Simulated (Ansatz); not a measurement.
Ge:

```
Ge
1.0
     0.00000    2.88574    5.11566
     2.63050    0.00000    5.11566
     2.63050    2.88574    0.00000
Ge
4
Direct
  0.72649 0.27351 0.72649
  0.27351 0.72649 0.27351
  0.21813 0.21813 0.78187
  0.78187 0.78187 0.21813
```

This isn't the form of Ge at room conditions, which is diamond.

Base run:

- Program: Ansatz 0.2.0
- Functional: LDA
- Potentials or basis: Ansatz PAW
- Cutoff: 420 eV (not typed: the program's choice for these potentials)
- k mesh: 5 × 5 × 5
- Occupations: fermi-dirac, width 0.05 eV
- Spin: no spin polarisation

Its results: band gap on the k mesh none (metal or under the smearing width); pressure -5.3 GPa; largest force 0.117 eV/Å.

Problem. After a change of settings the same cell gave: band gap on the k mesh none (metal or under the smearing width); pressure 6.0 GPa; largest force 0.118 eV/Å. Which change was it?
A. functional from LDA to revPBE
B. functional from LDA to BLYP
C. functional from LDA to r2SCAN; cutoff from 420 eV (not typed: the program's choice for these potentials) to 500 eV (not typed: the program's choice for these potentials)
D. functional from LDA to PBEsol

Solution. B.

BLYP binds less tightly than LDA, so the same cell stands under more pressure.

Caveats: the PAW data sets come from PBE, with cores solved anew for the run's functional, which leaves a small shift of forces and pressure.

Runs at the PBE level aren't shown here.
